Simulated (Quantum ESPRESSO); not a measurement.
**Hf: equation of state with PBE+D3(BJ)**

Hf:

```
Hf
1.0
    -1.80500    1.80500    1.80500
     1.80500   -1.80500    1.80500
     1.80500    1.80500   -1.80500
Hf
1
Direct
  0.00000 0.00000 0.00000
```

This isn't the form of Hf at room conditions, which is hcp.

```yaml
Program: Quantum ESPRESSO 7.5
Task: equation of state
Functional: PBE
Dispersion: D3(BJ)
Potentials_or_basis: PseudoDojo 0.4.1 SR PBE standard
Cutoff: 789 eV
Density_cutoff: 3157 eV
k_mesh: 10 × 10 × 10
Occupations: fermi-dirac, width 0.05 eV
Spin: no spin polarisation
```

```
Equilibrium volume : 21.73 Å³/atom (rough: see the caveat)
Bulk modulus       : 109 GPa (rough)
```

Energy against volume, from the lowest point:
| volume (Å³/atom) | energy (meV/atom) |
| --- | --- |
| 22.112 | 0.00 |
| 22.582 | 8.49 |
| 23.052 | 22.73 |
| 23.523 | 42.22 |
| 23.993 | 66.45 |
| 24.464 | 94.98 |
| 24.934 | 127.39 |

All runs of the series together: 55 s on 1 thread of Arm Neoverse V2 (shared host).

Caveat: the minimum lies outside the volumes run. Spin-orbit coupling is left out, which matters for the levels of Hf.
